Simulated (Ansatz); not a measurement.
**Run times of several calculations on B5H9**

Cell: 14 atoms, space group I4mm, a = 5.733 Å, b = 5.733 Å, c = 5.733 Å, α = 102.72°, β = 102.72°, γ = 124.04°.

All runs are DFT with Ansatz 0.2.0 on 1 thread of Arm Neoverse V1 (aarch64; 8 cores open to the job, memory cap 2.5 GiB, no GPU), a shared host.

Problem. Rank the runs by wall time, shortest first.
A. relaxation of the ions, PBE, 420 eV, 7×7×7 k-points, smearing 0.05 eV
B. single point at relaxed positions, r2SCAN, 500 eV, 7×7×7 k-points, smearing 0.05 eV
C. single point, PBE, 420 eV, 7×7×7 k-points, smearing 0.05 eV

Solution. C (19 s, 0.41 GiB), B (36 s, 0.72 GiB), A (61 s, 0.42 GiB).
